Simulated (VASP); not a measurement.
Write the native input for VASP 6.6.1 that does the following.

| Property | Result |
| --- | --- |
| Task | band structure |
| Functional | PBE |
| Dispersion | D3(BJ) |
| Potentials or basis | VASP PAW PBE potentials, release 64 (Zr_sv, Se) |
| Cutoff | 520 eV |
| k mesh | 9 × 9 × 5 |
| Occupations | gaussian, width 0.03 eV |
| Spin | no spin polarisation |
| Further INCAR settings | ALGO = Fast; EDIFF = 1e-07; NBANDS = 19 |

The structure of ZrSe2 lies in POSCAR:

```
ZrSe2                                   
1.0
    3.7385416541     -0.0000000000      0.0000000000
   -1.8692708270      3.2376720422     -0.0000000000
   -0.0000000000     -0.0000000000      6.0321879096
  Zr              Se            
     1     2
Direct
     0.0000000000000000    1.0000000000000000    0.0000000000000000
     0.3333333300000021    0.6666666699999979    0.2650003788605465
     0.6666666699999979    0.3333333300000021    0.7349996211394535
```

The input as run:

INCAR

```
SYSTEM = ZrSe2
ALGO = Fast
EDIFF = 1E-7
ENCUT = 520
GGA = PE
ICORELEVEL = 1
ISIF = 2
ISMEAR = 0
IVDW = 12
LASPH = .TRUE.
LCHARG = .FALSE.
LMAXMIX = 4
LREAL = .FALSE.
LWAVE = .FALSE.
NBANDS = 19
NELM = 80
PREC = Accurate
SIGMA = 0.03
```

KPOINTS

```
k-points
0
G
  9 9 5
  0 0 0
```

KPOINTS_OPT

```
explicit points
141
Reciprocal
 0.0000000000  0.0000000000  0.0000000000 1
 0.0357142857  0.0000000000  0.0000000000 1
 0.0714285714  0.0000000000  0.0000000000 1
 0.1071428571  0.0000000000  0.0000000000 1
 0.1428571429  0.0000000000  0.0000000000 1
 0.1785714286  0.0000000000  0.0000000000 1
[... 133 lines left out ...]
 0.5000000000  0.0000000000  0.5000000000 1
 0.5000000000  0.0000000000  0.0000000000 1
```

Potentials or basis: VASP PAW PBE potentials, release 64 (Zr_sv, Se).

Launch:

```sh
$ cat potpaw_PBE.64/Zr_sv/POTCAR potpaw_PBE.64/Se/POTCAR > POTCAR
$ mpirun -np 1 vasp_std > vasp.out
```

Results of the run:

* Pressure: 0.0 GPa
* Band gap on the k mesh: 0.05 eV, indirect (least direct gap 0.94 eV)
* Band gap along the path: 0.01 eV, indirect (least direct gap 0.94 eV)
* Dispersion energy per atom: -0.405 eV

Run time: 2.7 min on 1 thread of Intel(R) Xeon(R) Platinum 8488C (Sapphire Rapids) (shared host), peak memory 0.27 GiB.
